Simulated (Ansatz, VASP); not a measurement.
# KF in VASP and in Ansatz

```
K F
1.0
    -0.16845    2.60963    2.60963
     2.60963   -0.16845    2.60963
     2.60963    2.60963   -0.16845
K F
1 1
Direct
  0.00000 0.00000 0.00000
  0.50000 0.50000 0.50000
```

Change from the starting cell: epitaxial_111 strain +4.5%.

Alike in both runs: task single point; functional r2SCAN; k mesh 8 × 8 × 8; no spin polarisation.

```csv
,VASP,Ansatz
version,VASP 6.6.1,Ansatz 0.2.0
potentials or method,"VASP PAW PBE potentials, release 64 (K_sv, F)","plane waves, PAW"
plane-wave cutoff (eV),520,500
occupations,"gaussian, width 0.01 eV",fixed
valence electrons in the cell,16,16
```

```csv
,VASP,Ansatz,Ansatz less VASP
gap on the k mesh at the Fermi level (eV),6.64,6.64,+0.001
pressure (GPa),-1.4,-1.3,+0.04
largest component of the traceless stress (GPa),0.66,0.66,+0.006
```

Caveats: the PAW data sets were made with another functional, which shifts forces and pressure a little (VASP). A k mesh can miss the band edges.
